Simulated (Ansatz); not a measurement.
Theory: DFT, PBEsol, PAW with Ansatz's default frozen-core files, scalar-relativistic in Ansatz 0.2.0.

Each compound is held at the geometry listed; prototypes and MP cells needn't be known phases (conventional cell, sites, settings):

CsCl: Pm-3m, a = 4.12 Å, b = 4.12 Å, c = 4.12 Å, α = 90.00°, β = 90.00°, γ = 90.00°; Cs 1a (0.000 0.000 0.000), Cl 1b (0.500 0.500 0.500); COD 9008789, reported; 6×6×6 k mesh, smearing 0.03 eV, no spin
AgCl: Cmcm, a = 3.74 Å, b = 11.11 Å, c = 3.92 Å, α = 90.00°, β = 90.00°, γ = 90.00°; Ag 4c (0.000 0.603 0.750), Cl 4c (0.500 0.635 0.250); MP-relaxed cell mp-570858; 9×9×8 k mesh, smearing 0.03 eV, no spin
AgCl: Pm-3m, a = 3.43 Å, b = 3.43 Å, c = 3.43 Å, α = 90.00°, β = 90.00°, γ = 90.00°; Ag 1a (0.000 0.000 0.000), Cl 1b (0.500 0.500 0.500); MP-relaxed cell mp-726265; 9×9×9 k mesh, smearing 0.01 eV, no spin
KCl: Pm-3m, a = 3.63 Å, b = 3.63 Å, c = 3.63 Å, α = 90.00°, β = 90.00°, γ = 90.00°; K 1a (0.000 0.000 0.000), Cl 1b (0.500 0.500 0.500); COD 1000050, reported; 7×7×7 k mesh, smearing 0.02 eV, no spin

Semilocal functionals give too small gaps and can close them; gaps under 0.4 eV may also close off the mesh.

No spin–orbit coupling, which matters for the heavy atoms here.

The table gives the Bader charge on Cl.

| compound | charge | gap |
| --- | --- | --- |
| CsCl (Pm-3m) | -0.83 e | 5.06 eV |
| AgCl (Cmcm) | -0.54 e | 0.31 eV |
| AgCl (Pm-3m) | -0.56 e | 0.41 eV |
| KCl (Pm-3m) | -0.81 e | 5.37 eV |
